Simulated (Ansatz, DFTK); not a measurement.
This is a calculation of Bi for DFTK 0.8.2. Atoms were shifted at random by some hundredths of an Å from the given cell, which wasn't relaxed again for these runs. This isn't the form of Bi at room conditions, which is rhombohedral.

The input run.jl:

```julia
using DFTK
using PseudoPotentialData
using Unitful, UnitfulAtomic
using LinearAlgebra, Printf
include("save.jl")
disable_threading()

# lattice vectors are the columns
lattice = austrip(1u"Å") * [   3.238376246            0.0  -0.0804548793;
                      0.0     3.22164332            0.0;
                      0.0            0.0   6.4438887882]
symbols   = [:Bi, :Bi]
positions = [[0.555336, 0.000703, 0.750284],
             [0.458377, 0.012712, 0.241406]]
pseudopotentials = PseudoFamily("dojo.nc.sr.pbesol.v0_4_1.standard.upf")
elements = Dict(s => ElementPsp(s, pseudopotentials) for s in unique(symbols))
atoms    = [elements[s] for s in symbols]

build_model(lattice, positions; symmetries=true) =
    model_DFT(lattice, atoms, positions;
              functionals=PBEsol(),
              temperature=austrip(0.05u"eV"),
              smearing=Smearing.FermiDirac(),
              symmetries)
Ecut  = 37.0  # hartree
kgrid = [8, 8, 4]
tol   = 1e-6
to_GPa = ustrip(uconvert(u"GPa", 1u"hartree/bohr^3"))

model = build_model(lattice, positions)
basis = PlaneWaveBasis(model; Ecut, kgrid)
display(basis)
scfres = self_consistent_field(basis;
                               tol,
                               nbandsalg=AdaptiveBands(model; n_bands_converge=20))
display(scfres.energies)
@printf "Fermi level: %.6f eV\n" ustrip(auconvert(u"eV", something(scfres.εF, NaN)))
forces = compute_forces_cart(scfres)
println("Forces (eV/Å)")
for (s, f) in zip(symbols, forces)
    @printf "%-3s %12.6f %12.6f %12.6f\n" s ustrip.(auconvert.(u"eV/Å", f))...
end
stress = compute_stresses_cart(scfres)
println("Stress (GPa)")
display(round.(stress * to_GPa; digits=4))
println("Levels at the first k-point (eV): ", round.(ustrip.(auconvert.(u"eV", scfres.eigenvalues[1][1:scfres.n_bands_converge])); digits=4))
save_scf!(scfres; forces, stress)
```

Potentials or basis: dojo.nc.sr.pbesol.v0_4_1.standard.upf (PBEsol).

Run with:

```sh
$ julia --threads=1 run.jl  # save.jl only writes the numbers to a file and isn't shown; printed stress counts tension as positive; times include loading and compiling
```

Problem. Set up the same calculation for Ansatz 0.2.0. Potentials or basis there: Ansatz PAW, cutoff 420 eV.

Solution. As run (cutoffs and basis follow the program's own potentials, and thresholds, step limits or extra output files can differ):

The input input.yaml:

```yaml
crystal:
  lattice:
    - [3.238376246, 0.0, 0.0]
    - [0.0, 3.22164332, 0.0]
    - [-0.0804548793, 0.0, 6.4438887882]
  atoms:
    - { symbol: Bi, position: [0.555336, 0.000703, 0.750284] }
    - { symbol: Bi, position: [0.458377, 0.012712, 0.241406] }
hamiltonian:
  xc: pbesol
  pseudopotentials: { kind: paw }
kpoints:
  mp_grid: { grid: [8, 8, 4] }
scf:
  occupations: { method: fermi_dirac, width: 0.05 }
output:
  forces: true
  stress: true
  eigenvalues: true
```

Potentials or basis: Ansatz PAW.

The run is started by

```sh
$ ansatz run input.yaml --threads 1 --pin off --max-ram 3584MiB --backend cpu --events-out ev --progress --plain --runs-dir out
```

Both were run:

|  | DFTK | Ansatz |
| --- | --- | --- |
| Pressure | -0.4 GPa | -0.4 GPa |
| Largest force | 0.052 eV/Å | 0.047 eV/Å |

Ansatz's pressure holds a Pulay term of +0.03 GPa for its cutoff of 420 eV, which the other run lacks.

Ansatz's potentials were made for PBE.

Where Ansatz's input types no cutoff or centring, it takes its own default and a Γ-centred mesh.

Pressure is positive in compression.
